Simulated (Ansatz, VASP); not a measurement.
**Ti in VASP and in Ansatz**

```
Ti
1.0
    -1.60818    1.60818    1.64100
     1.60818   -1.60818    1.64100
     1.60818    1.60818   -1.64100
Ti
1
Direct
  0.00000 0.00000 0.00000
```

Change from the starting cell: equal xx and yy strain of -2 %, crystal datasets.

Alike in both runs: task electric field gradients; functional PBEsol; k mesh 14 × 14 × 14; occupations fermi-dirac, width 0.05 eV; no spin polarisation.

|  | VASP | Ansatz |
| --- | --- | --- |
| version | VASP 6.6.1 | Ansatz 0.2.0 |
| potentials or method | VASP PAW PBE potentials, release 64 (Ti_sv), cutoff 520 eV | all-electron PAW with datasets made for the crystal, scalar-relativistic |

Ansatz gave:

```
pressure (GPa)                                                 : -2.8
largest component of the traceless stress (GPa)                : 0.30
Vzz of the field gradient on the site that differs most (V/Å²) : -0.3
```

Estimate VASP's values.

pressure (GPa): -3.0; largest component of the traceless stress (GPa): 0.29; Vzz of the field gradient on the site that differs most (V/Å²): -0.3.

Ansatz ran all-electron here, so the differences hold the error of VASP's frozen core and of both bases.

Caveats: the PAW data sets were made with another functional, which shifts forces and pressure a little (VASP).
